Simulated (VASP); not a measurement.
Write the native input for VASP 6.6.1 that does the following.

```yaml
Task: single point
Functional: PBE
Potentials_or_basis: VASP PAW PBE potentials, release 64 (Ga_d, As)
Cutoff: 520 eV
k_mesh: 4 × 4 × 4
Occupations: gaussian, width 0.02 eV
Spin: no spin polarisation
Further_INCAR_settings: ALGO = Normal; EDIFF = 1e-07
```

The structure of GaAs lies in POSCAR:

```
GaAs                                    
1.0
   -0.0000000000      2.8778998863      2.8778998863
    2.8778998863     -0.0000000000      2.8778998863
    2.8778998863      2.8778998863     -0.0000000000
  Ga              As            
     1     1
Direct
     0.0000000000000000    0.0000000000000000    0.0000000000000000
     0.2500000000000000    0.2500000000000000    0.2500000000000000
```

The input as run:

INCAR

```
PREC = Accurate ; ENCUT = 520
EDIFF = 1E-7 ; ISMEAR = 0
SIGMA = 0.02 ; LREAL = F
LASPH = T ; NELM = 60
ALGO = Normal ; ISIF = 2
LWAVE = F ; LCHARG = F
GGA = PE
```

KPOINTS

```
regular mesh
0
Gamma
  4 4 4
```

Potentials or basis: VASP PAW PBE potentials, release 64 (Ga_d, As).

Launch:

```sh
$ cat potpaw_PBE.64/Ga_d/POTCAR potpaw_PBE.64/As/POTCAR > POTCAR
$ mpirun -np 1 vasp_std > vasp.out
```

Results of the run:

```
Pressure               : 0.0 GPa
Band gap on the k mesh : 0.11 eV, direct
```

Caveat: the k mesh is coarse (spacing up to 0.47 Å⁻¹), so the values aren't converged.

It took 9 s on 1 thread of Intel(R) Xeon(R) Platinum 8259CL CPU @ 2.50GHz (Skylake/Cascade Lake), with other jobs on the host, peak memory 0.16 GiB.
